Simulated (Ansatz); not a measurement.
## MgS: strain energy, fitted

MgS, P6_3mc, a = 4.029 Å, c = 6.415 Å. This isn't the usual stable structure of the compound. Ansatz: PBEsol, PAW, 420 eV, Γ-centred 9×9×4 mesh on 4 atoms, Gaussian smearing 0.02 eV; no spin polarisation. Series: shear of c along a, cell held, atoms relaxed; x is the strain in per cent (engineering shear). y is the free energy over the unstrained cell, V0 = 22.544 Å³/atom. Symmetry makes y even in x.

| x (%) | y (meV/atom) |
| --- | --- |
| 0.0 | 0.00 |
| 1.5 | 0.28 |
| 3.0 | ? |
| 4.5 | 2.51 |
| 6.0 | 4.45 |
| 9.0 | 9.93 |

Fit y = c2 x² + c4 x⁴ to the other rows, turn c2 into a modulus, and predict the missing energy.

Least squares on the rows shown. y = 0.1244 x² − 2.253×10⁻⁵ x⁴. In eV per unit strain² c2 is 1.244; this is the shear stiffness (E = ½ C V0 γ²): 2 × 1.244 × 160.2 / (22.544) = 17.7 GPa. At x = 3.0 the fit asked for gives 1.12 meV/atom. The run gave 1.12 meV/atom, the same to the digits shown.